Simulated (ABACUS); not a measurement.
Runs of ABACUS 3.10.1 on AlRu. The structure is cubic, space group Pm-3m (No. 221). The conventional cell has a = 2.992 Å, b = 2.992 Å, c = 2.992 Å, α = 90.00°, β = 90.00°, γ = 90.00°. Ru (site symmetry m-3m) is surrounded by 8 Al at 2.59 Å. Around Al (site symmetry m-3m) lie 8 Ru at 2.59 Å. 

| task | potentials or basis | cutoff (eV) | SCF threshold on the density | eigensolver | gap on the mesh (eV) | pressure (GPa) | V0 of scaled cells (Å³/atom) | B0 (GPa) |
| --- | --- | --- | --- | --- | --- | --- | --- | --- |
| single point | PseudoDojo NC SR 0.4.1 PBE standard, DZP LCAO (the cutoffs set its grid) | 1361 | 1e-07 | genelpa | none | (b) | - | - |
| equation of state | PseudoDojo NC SR 0.4.1 PBE standard, TZDP LCAO (the cutoffs set its grid) | 1361 | 1e-07 | genelpa | - | - | 13.57 | 204 |
| equation of state | PseudoDojo NC SR 0.4.1 PBE standard, DZP LCAO (the cutoffs set its grid) | 1361 | 1e-07 | genelpa | - | - | (a) | 202 |
| single point | PseudoDojo NC SR 0.4.1 PBE standard, TZDP LCAO (the cutoffs set its grid) | 1361 | 1e-07 | genelpa | none | 2.9 | - | - |
| equation of state | PseudoDojo NC SR 0.4.1 PBE standard, plane waves | 1143 | 1e-08 | dav | - | - | 13.55 | 204 |

Alike in all rows: level PBE; no spin polarisation; cell as given; k mesh 9 × 9 × 9; smearing fermi-dirac 0.05 eV.

Task: Fill in the values left out.

Result: (a) 13.61; (b) 3.5.

Caveats: the atomic orbitals were generated for these runs and aren't a published set (some runs); the basis of atomic orbitals isn't converged, which shifts pressures, moduli and gaps (some runs).

A k mesh can miss the band edges, and the runs leave out spin-orbit coupling on Ru.

A gap of «none» marks a metal or a gap under the smearing width.

Not every run made on this cell is shown here.
